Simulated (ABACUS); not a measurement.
Set up this calculation in ABACUS 3.10.1, as the native input.

```yaml
Task: single point
Functional: PBE
Potentials_or_basis: PseudoDojo NC SR 0.5 PBE standard
Cutoff: 1143 eV
Density_cutoff: 4572 eV
Basis: plane waves
k_mesh: 10 × 10 × 5
Occupations: fermi-dirac, width 0.05 eV
Spin: no spin polarisation
Radial_cutoff_of_the_potentials_pseudo_rcut: 10 bohr
SCF_threshold_on_the_density: 1e-08
Max_SCF_steps: 100
Eigensolver: dav
Mixing: broyden
Mixing_share: 0.7
Symmetry_key: 1
Bands: 18
```

BN:

```xyz
4
Lattice="2.5539 0.0000 0.0000 -1.2770 2.2118 0.0000 0.0000 0.0000 4.2269" Properties=species:S:1:pos:R:3 pbc="T T T"
N     0.0000    1.4745    0.5295
N     1.2770    0.7373    2.6430
B     0.0000    1.4745    2.1123
B     1.2770    0.7373    4.2257
```

Measurements of this composition are mostly on another form, of space group No. 194.

The input as run:

INPUT

```
INPUT_PARAMETERS
suffix              BN
calculation         scf
basis_type          pw
pseudo_dir          ./
symmetry            1
dft_functional      pbe
ecutwfc             84
pseudo_rcut         10
nspin               1
nbands              18
ks_solver           dav
smearing_method     fd
smearing_sigma      0.00367493
scf_thr             1e-08
scf_nmax            100
mixing_type         broyden
mixing_beta         0.7
cal_force           1
cal_stress          1
out_chg             1
kpar                4
```

STRU

```
ATOMIC_SPECIES
N 14.0070 N.upf
B 10.8100 B.upf

LATTICE_CONSTANT
1.8897261246

LATTICE_VECTORS
2.5539396017 0.0000000000 0.0000000000
-1.2769698009 2.2117765748 0.0000000000
0.0000000000 0.0000000000 4.2268550000

ATOMIC_POSITIONS
Direct

N
0.0
2
0.3333333333 0.6666666667 0.1252760000 1 1 1
0.6666666667 0.3333333333 0.6252760000 1 1 1

B
0.0
2
0.3333333333 0.6666666667 0.4997240000 1 1 1
0.6666666667 0.3333333333 0.9997240000 1 1 1
```

KPT

```
K_POINTS
0
Gamma
10 10 5 0 0 0
```

Potentials or basis: PseudoDojo NC SR 0.5 PBE standard, plane waves.

Command:

```bash
$ OMP_NUM_THREADS=1 mpirun -np 4 abacus > log
```

It gave:

```
Pressure               : -0.4 GPa
Largest force          : 0.015 eV/Å
Band gap on the k mesh : 5.46 eV, indirect (least direct gap 8.28 eV)
```

Caveat: an odd mesh through Γ misses points on the zone boundary, where band edges often lie.

Wall time 6.5 s on 4 MPI ranks on Intel(R) Xeon(R) Platinum 8375C CPU @ 2.90GHz (Ice Lake), on a shared host, peak memory 0.28 GiB a rank.
